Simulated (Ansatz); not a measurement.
## Is this GdN structure a true minimum?

The cell was found from a structure generator's guess, not taken from experiment.

These are results of DFT PBE, scalar-relativistic, plane waves, PAW in Ansatz 0.2.0, not measurements. Settings: cutoff 420 eV, Γ-centred mesh 10×10×10 on the computed 2-atom cell, Gaussian smearing of 0.02 eV; collinear spin from starting moments 7.5 0.0 μB.

The cell below (2 atoms, space group F-43m (No. 216)) is relaxed within its symmetry.

```cif
data_structure
_symmetry_space_group_name_H-M 'P 1'
_symmetry_Int_Tables_number 1
_cell_length_a 3.7739
_cell_length_b 3.7739
_cell_length_c 3.7739
_cell_angle_alpha 60.000
_cell_angle_beta 60.000
_cell_angle_gamma 60.000
_cell_volume 38.01
loop_
_atom_site_label
_atom_site_type_symbol
_atom_site_fract_x
_atom_site_fract_y
_atom_site_fract_z
_atom_site_occupancy
Gd1 Gd 0.75000 0.75000 0.75000 1
N1 N 0.00000 0.00000 0.00000 1
```

For the test a repeat of it with 8 atoms (edges 3.77, 6.54, 6.54 Å) was strained at random (σ = 1.5 % a component), the atoms were moved at random (σ = 0.05 Å), and all was relaxed again on a coarse 4×2×2 mesh (in the run’s order of axes) with 0.10 eV smearing, with no symmetry imposed.

The 4f shell of Gd is treated without a Hubbard U, which places its levels poorly. The magnetic state reached may not be the lowest.

Question: What happens?

Answer: It returns, within 1 meV/atom of the unmoved cell on that mesh and with the same symmetry when read at 0.1 Å (I-4m2 at 0.01 Å, so small strains and shifts remain). So it is stable against the distortions that fit this cell and that this random move excites. Modes that don't fit the cell aren't tested. Another cell of GdN relaxed alike, in P6_3/mmc, lies 110 meV/atom lower, so this cell isn't the stable form at this level.
